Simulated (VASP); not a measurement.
# HfB2 (P6/mmm) in VASP: notebook

Runs on HfB2. Level: PBEsol. Tasks: single point, relaxation of cell and atoms.

All numbers are computed with VASP 6.6.1; they aren't measurements. Logs are shortened: lines on timing, memory, paths and dates and some standing lists are left out, and cuts for length are marked.

### 1 Starting point

Symmetry: P6/mmm, No. 191, hexagonal system. The conventional cell has a = 3.127 Å, b = 3.127 Å, c = 3.447 Å, α = 90.00°, β = 90.00°, γ = 120.00°. Hf (site symmetry 6/mmm) has 12 B at 2.50 Å as nearest neighbours. Around B (site symmetry -6m2) lie 3 B at 1.81 Å.

The cell comes from a database or a generator and needn't be the stable form of this composition.

### 2 Single point, PBEsol

Contents of INCAR:

```
SYSTEM = HfB2
PREC = Accurate
ENCUT = 520
EDIFF = 1E-7
ISMEAR = 0
SIGMA = 0.1
LREAL = .False.
LASPH = .True.
NELM = 100
ALGO = Fast
ISIF = 2
LWAVE = .False.
LCHARG = .False.
GGA = PS
NBANDS = 15
```

Contents of KPOINTS:

```
regular mesh
0
Gamma
  15 15 12
  0 0 0
```

Contents of POSCAR:

```
HfB2
1.0
    3.1272675614      0.0000000000      0.0000000000
   -1.5636337807      2.7082931526      0.0000000000
    0.0000000000      0.0000000000      3.4469749437
Hf B
1 2
Direct
    0.0000000000      0.0000000000      0.0000000000
    0.3333333333      0.6666666667      0.5000000000
    0.6666666667      0.3333333333      0.5000000000
```

Potentials or basis: VASP PAW PBE potentials, release 64 (Hf_pv, B).

Started as:

```
cat potpaw_PBE.64/Hf_pv/POTCAR potpaw_PBE.64/B/POTCAR > POTCAR
mpirun -np 1 vasp_std > vasp.out
```

OUTCAR:

```text
SYSTEM = HfB2
   PREC = Accurate
   ENCUT = 520
   EDIFF = 1E-7
   ISMEAR = 0
   LREAL = .False.
   LASPH = .True.
   NELM = 100
   ISIF = 2
   GGA = PS

 ion  position               nearest neighbor table
   1  0.000  0.000  0.000-   2 2.50   3 2.50   2 2.50   3 2.50   2 2.50   2 2.50   3 2.50   3 2.50
                             3 2.50   3 2.50   2 2.50   2 2.50
   2  0.333  0.667  0.500-   3 1.81   3 1.81   3 1.81   1 2.50   1 2.50   1 2.50   1 2.50   1 2.50
                             1 2.50
   3  0.667  0.333  0.500-   2 1.81   2 1.81   2 1.81   1 2.50   1 2.50   1 2.50   1 2.50   1 2.50
                             1 2.50

  LATTYP: Found a hexagonal cell.
 ALAT       =     3.1272675614
 C/A-ratio  =     1.1022321807

  Lattice vectors:

 A1 = (   3.1272675614,   0.0000000000,   0.0000000000)
 A2 = (  -1.5636337807,   2.7082931526,   0.0000000000)
 A3 = (   0.0000000000,   0.0000000000,   3.4469749437)

Analysis of symmetry for initial positions (statically):
=====================================================================
 Subroutine PRICEL returns:
 Original cell was already a primitive cell.

 Routine SETGRP: Setting up the symmetry group for a
 hexagonal supercell.

 Subroutine GETGRP returns: Found 24 space group operations
 (whereof 24 operations were pure point group operations)
 out of a pool of 24 trial point group operations.

The static configuration has the point symmetry D_6h.

Analysis of symmetry for dynamics (positions and initial velocities):
=====================================================================
 Subroutine PRICEL returns:
 Original cell was already a primitive cell.

 Routine SETGRP: Setting up the symmetry group for a
 hexagonal supercell.

 Subroutine GETGRP returns: Found 24 space group operations
 (whereof 24 operations were pure point group operations)
 out of a pool of 24 trial point group operations.

The dynamic configuration has the point symmetry D_6h.

 Subroutine INISYM returns: Found 24 space group operations
 (whereof 24 operations are pure point group operations),
 and found     1 'primitive' translations

----------------------------------------------------------------------------------------

                                     Primitive cell

  volume of cell :      29.1944

  direct lattice vectors                    reciprocal lattice vectors
     3.127267561  0.000000000  0.000000000     0.319767970  0.184618124  0.000000000
    -1.563633781  2.708293153  0.000000000     0.000000000  0.369236247  0.000000000
     0.000000000  0.000000000  3.446974944     0.000000000  0.000000000  0.290109449

  length of vectors
[... 96 lines left out ...]
   NUPDOWN=      -1.0000    fix difference up-down
   EMIN   =  10.00;   EMAX   =-10.00  energy-range for DOS
   EFERMI =   0.00;   METHOD = LEGACY
   ISMEAR =     0;   SIGMA  =   0.10  broadening in eV -4-tet -1-fermi 0-gaus
   EFERMI_NEDOS =   21; number of points for ismear=-14 and -15
   IALGO  =     68    algorithm
   IMIX   =      4    mixing-type and parameters
     AMIX     =   0.40;   BMIX     =  1.00
     AMIX_MAG =   1.60;   BMIX_MAG =  1.00
  volume/ion in A,a.u.               =       9.73        65.67
  Fermi-wavevector in a.u.,A,eV,Ry     =   1.339724  2.531711 24.420544  1.794859
  Thomas-Fermi vector in A             =   2.468093
   LORBIT       =      0    0 simple, 1 ext, 2 COOP (PROOUT), +10 PAW based schemes
   GGA     = PS    functional components
   LHFCALC =     F    Hartree Fock is set to
   AEXX    =    0.0000 exact exchange contribution
   IVDW    =     0    specifies the selected vdW correction
   LEPSILON=     F    determine dielectric tensor
   LRPA    =     F    only Hartree local field effects (RPA)
 non-spin polarized calculation
 RMM-DIIS sequential band-by-band and
 Gauss-broadening in eV      SIGMA  =   0.10
  energy-cutoff  :      520.00
  volume of cell :       29.19
 maximum number of plane-waves:       798
 NGX is ok and might be reduce to    24
   NGX = 11   NGY = 11   NGZ = 13

 number of electron      15.9999999 magnetization

 Free energy of the ion-electron system (eV)
  ---------------------------------------------------
  ext. energy  EPLUGINS =         0.00000000
  ---------------------------------------------------
  free energy    TOTEN  =       -27.86626646 eV

  energy without entropy =      -27.86509633  energy(sigma->0) =      -27.86568140

 E-fermi :   7.7088     XC(G=0): -12.7650

 val. band max:        7.6985794568   @ k =   0.4000   0.1333   0.0000
 cond. band min:       7.7456408259   @ k =   0.1333   0.1333   0.2500
 fundamental gap:      0.0470613691
 Fermi energy:         7.7087754414

 k-point     1 :       0.0000    0.0000    0.0000
  band No.  band energies     occupation
      1     -22.8205      2.00000
      2     -22.2993      2.00000
      3     -22.2993      2.00000
      4      -6.1308      2.00000
      5       4.6307      2.00000
      6       4.7261      2.00000
      7       4.7261      2.00000
      8       4.9958      2.00000
      9      11.7692      0.00000
     10      11.7692      0.00000
     11      12.4999      0.00000
     12      12.4999      0.00000
     13      12.7243      0.00000
     14      12.7243      0.00000
[... 401 lines left out ...]
      2     -22.6675      2.00000
      3     -22.6674      2.00000
      4      -1.4671      2.00000
      5      -1.0573      2.00000
      6       1.5675      2.00000
      7       4.0939      2.00000
      8       6.6362      2.00000
      9       7.4314      1.99991
     10      10.7164      0.00000
     11      12.3655      0.00000
     12      14.7167      0.00000
     13      16.7754      0.00000
     14      17.9131      0.00000
     15      18.3559      0.00000

 [... further k-points ...]
[... 5 lines left out ...]
  --------------------------------------------------------------------------------------
  -------------------------------------------------------------------------------------
  Total       -0.0292201     -0.0292201      0.0345101      0.0000000     -0.0000000     -0.0000000
  in kB       -1.6035896     -1.6035896      1.8939066      0.0000000     -0.0000000     -0.0000000
  external PRESSURE =      -0.4377575 kB  Pullay stress =       0.0000000 kB

 VOLUME and BASIS-vectors are now :
 -----------------------------------------------------------------------------
  energy-cutoff  :      520.00
  volume of cell :       29.19
      direct lattice vectors                 reciprocal lattice vectors
     3.127267561  0.000000000  0.000000000     0.319767970  0.184618124  0.000000000
    -1.563633781  2.708293153  0.000000000     0.000000000  0.369236247  0.000000000
     0.000000000  0.000000000  3.446974944     0.000000000  0.000000000  0.290109449

 POSITION                                       TOTAL-FORCE (eV/Angst)
 -----------------------------------------------------------------------------------
      0.00000      0.00000      0.00000         0.000000      0.000000      0.000000
     -0.00000      1.80553      1.72349         0.000000     -0.000000      0.000000
      1.56363      0.90276      1.72349        -0.000000      0.000000      0.000000
 -----------------------------------------------------------------------------------
    total drift:                               -0.000000      0.000000      0.000000

  FREE ENERGIE OF THE ION-ELECTRON SYSTEM (eV)
  ---------------------------------------------------
  free  energy   TOTEN  =       -27.8662664639 eV

  energy  without entropy=      -27.8650963349  energy(sigma->0) =      -27.86568140
```

OSZICAR:

```text
N       E                     dE             d eps       ncg     rms          rms(c)
DAV:   1     0.261651119791E+02    0.26165E+02   -0.80575E+03  5678   0.102E+03
DAV:   2    -0.286197441098E+02   -0.54785E+02   -0.51374E+02  7528   0.218E+02
DAV:   3    -0.300724634473E+02   -0.14527E+01   -0.14468E+01  7427   0.261E+01
DAV:   4    -0.300782398923E+02   -0.57764E-02   -0.57750E-02  6720   0.201E+00
DAV:   5    -0.300782729262E+02   -0.33034E-04   -0.33033E-04  7469   0.136E-01    0.552E+01
RMM:   6    -0.279800743409E+02    0.20982E+01   -0.23459E+00  5966   0.741E+00    0.378E+01
RMM:   7    -0.279913955778E+02   -0.11321E-01   -0.17095E+00  6649   0.638E+00    0.101E+01
RMM:   8    -0.278792499009E+02    0.11215E+00   -0.35083E-01  5743   0.336E+00    0.862E-01
RMM:   9    -0.278669781509E+02    0.12272E-01   -0.23816E-02  6625   0.918E-01    0.605E-01
RMM:  10    -0.278663261265E+02    0.65202E-03   -0.19408E-03  7319   0.275E-01    0.252E-01
RMM:  11    -0.278663095187E+02    0.16608E-04   -0.56101E-04  6885   0.132E-01    0.205E-01
RMM:  12    -0.278662652314E+02    0.44287E-04   -0.87556E-05  7003   0.555E-02    0.287E-02
RMM:  13    -0.278662667730E+02   -0.15416E-05   -0.12465E-05  7635   0.182E-02    0.320E-02
RMM:  14    -0.278662663574E+02    0.41560E-06   -0.35242E-06  7282   0.102E-02    0.115E-02
RMM:  15    -0.278662664820E+02   -0.12464E-06   -0.59595E-07  6550   0.415E-03    0.365E-03
RMM:  16    -0.278662664639E+02    0.18105E-07   -0.10954E-07  5307   0.158E-03
   1 F= -.27866266E+02 E0= -.27865681E+02  d E =-.117013E-02
```

It took 58 s on 1 thread of Intel Xeon Platinum 8259CL at 2.50GHz (Skylake/Cascade Lake), shared host; peak memory 0.21 GiB.

What came out:

| Property | Result |
| --- | --- |
| Free energy | -27.8663 eV |
| Pressure | 0.0 GPa |
| Band gap on the k mesh | none (metal or under the smearing width) |

Stress tensor (GPa, compression positive):
```
-0.16  0.00  0.00
 0.00 -0.16  0.00
 0.00  0.00  0.19
```

Caveat: the PAW data sets were made with another functional, which shifts forces and pressure a little.

### 3 Relaxation of cell and atoms, PBEsol

This run uses another cell than the first one, of 9.86 Å³/atom, 1.013 times its volume.

Contents of INCAR:

```
SYSTEM = HfB2
ALGO     = Normal         ! electronic algorithm
EDIFF    = 1E-6           ! SCF threshold, eV
EDIFFG   = -0.002         ! ionic threshold
ENCUT    = 600            ! plane-wave cutoff, eV
GGA      = PS             ! functional
IBRION   = 2              ! ionic algorithm
ISIF     = 3              ! what is computed and relaxed
ISMEAR   = 0              ! smearing method
LASPH    = .True.         ! aspherical terms in the spheres
LCHARG   = .False.        ! write CHGCAR
LREAL    = .False.        ! projectors in reciprocal space
LWAVE    = .False.        ! write WAVECAR
NELM     = 100            ! most SCF steps
NSW      = 100            ! ionic steps
PREC     = Accurate       ! precision mode
SIGMA    = 0.1            ! smearing width, eV
```

Contents of KPOINTS:

```
k-points
0
Gamma
  15 15 12
  0 0 0
```

Contents of POSCAR:

```
HfB2
1.0
    3.1326790800      0.0000000000      0.0000000000
   -1.5663395400      2.7129796700      0.0000000000
    0.0000000000      0.0000000000      3.4792139900
Hf B
1 2
Direct
    0.0000000000      0.0000000000      0.0000000000
    0.3333333300      0.6666666700      0.5000000000
    0.6666666700      0.3333333300      0.5000000000
```

Potentials or basis: VASP PAW PBE potentials, release 64 (Hf_pv, B).

Started as:

```
cat potpaw_PBE.64/Hf_pv/POTCAR potpaw_PBE.64/B/POTCAR > POTCAR
mpirun -np 1 vasp_std > vasp.out
```

Run time: 2.7 min. Hardware: 1 thread of Intel Xeon Platinum 8259CL at 2.50GHz (Skylake/Cascade Lake), shared host; peak memory 0.24 GiB.

Results (log left out):

| Property | Result |
| --- | --- |
| Free energy | -27.8685 eV |
| Relaxed volume | 9.73 Å³/atom |
| Relaxed cell | a = 3.126 Å, b = 3.126 Å, c = 3.449 Å, α = 90.00°, β = 90.00°, γ = 120.00° |
| Space group after relaxing (to 0.05 Å) | P6/mmm (No. 191) |
| Energy gained by relaxing | 1.6 meV/atom |
| Ionic steps | 4 |
| Pressure after relaxing | 0.0 GPa |
| Band gap on the k mesh | none (metal or under the smearing width) |

The path:
| step | energy change (eV) | largest force (eV/Å) | pressure (GPa) | volume (Å³) |
| --- | --- | --- | --- | --- |
| 1 | 0.0000 | 0.0000 | -3.23 | 29.57 |
| 2 | 0.0015 | 0.0000 | 4.44 | 28.73 |
| 3 | -0.0044 | 0.0000 | 0.20 | 29.17 |
| 4 | -0.0047 | 0.0000 | 0.01 | 29.19 |

Final structure:
```
Hf B
1.0
     3.12626    0.00000    0.00000
    -1.56313    2.70742    0.00000
     0.00000    0.00000    3.44857
Hf B
1 2
Direct
  0.00000 0.00000 0.00000
  0.33333 0.66667 0.50000
  0.66667 0.33333 0.50000
```

Levels at points of the mesh, in eV from the Fermi level:
| k point | band 4 | band 5 | band 6 | band 7 | band 8 | band 9 | band 10 | band 11 | band 12 |
| --- | --- | --- | --- | --- | --- | --- | --- | --- | --- |
| (0.00, 0.00, 0.00) | -13.84 | -3.08 | -2.98 | -2.98 | -2.72 | 4.06 | 4.06 | 4.79 | 4.79 |
| (0.00, 0.00, 0.50) | -11.30 | -8.46 | -1.20 | -1.20 | 0.23 | 0.23 | 0.97 | 0.97 | 2.32 |

Caveat: the PAW data sets were made with another functional, which shifts forces and pressure a little. The run has no spin-orbit coupling, so splittings on Hf are missing.

### 4 Single point, PBEsol

This run uses another cell than the first one, of 9.86 Å³/atom, 1.013 times its volume.

Contents of INCAR:

```
PREC = Accurate
ENCUT = 520
EDIFF = 1E-6
ISMEAR = 0
SIGMA = 0.1
LREAL = F
LASPH = T
NELM = 100
ALGO = Normal
ISIF = 2
LWAVE = F
LCHARG = F
GGA = PS
NBANDS = 15
```

Contents of KPOINTS:

```
regular mesh
0
Gamma
  6 6 6
```

POSCAR is that of step 3.

Started as:

```
cat potpaw_PBE.64/Hf_pv/POTCAR potpaw_PBE.64/B/POTCAR > POTCAR
mpirun -np 1 vasp_std > vasp.out
```

It took 15 s on 1 thread of Intel Xeon Platinum 8259CL at 2.50GHz (Skylake/Cascade Lake), shared host; peak memory 0.15 GiB.

It converged, with:

- Free energy: -27.8052 eV
- Pressure: -3.0 GPa
- Band gap on the k mesh: none (metal or under the smearing width)

Stress tensor (GPa, compression positive):
```
-1.47  0.00  0.00
 0.00 -1.47  0.00
 0.00  0.00 -5.97
```

Levels at points of the mesh, in eV from the Fermi level:
| k point | band 5 | band 6 | band 7 | band 8 | band 9 | band 10 | band 11 | band 12 |
| --- | --- | --- | --- | --- | --- | --- | --- | --- |
| (0.00, 0.00, 0.00) | -2.64 | -2.47 | -2.47 | -2.36 | 4.43 | 4.43 | 5.10 | 5.10 |
| (0.50, 0.00, 0.00) | -8.58 | -3.75 | -3.00 | -2.49 | 2.55 | 3.12 | 6.03 | 6.20 |
| (0.00, 0.00, 0.50) | -7.98 | -0.75 | -0.75 | 0.72 | 0.72 | 1.41 | 1.41 | 2.59 |
| (0.50, 0.00, 0.50) | -7.08 | -4.56 | -4.31 | -2.22 | 4.47 | 4.52 | 6.74 | 7.64 |

Caveat: the k mesh is coarse (spacing up to 0.39 Å⁻¹), so the values aren't converged; the PAW data sets were made with another functional, which shifts forces and pressure a little.

### 5 Overview

```tsv
task	cell	k mesh	cutoff (eV)	mesh quality	gap on the mesh (eV)	pressure (GPa)
single point	P6/mmm, 9.73 Å³/atom	15 × 15 × 12	520	not flagged	none	0.0
relaxation of cell and atoms	relaxed	15 × 15 × 12	600	not flagged	none	0.0
single point	P6/mmm, 9.86 Å³/atom	6 × 6 × 6	520	coarse	none	-3.0
```

Alike in all rows: level PBEsol; potentials or basis VASP PAW PBE potentials, release 64 (Hf_pv, B); no spin polarisation; smearing gaussian 0.1 eV.

Caveats: some runs use coarse meshes; the PAW data sets were made with another functional, which shifts forces and pressure a little.

Total energies depend on the potentials used, so only differences within one code and one set of settings carry meaning.
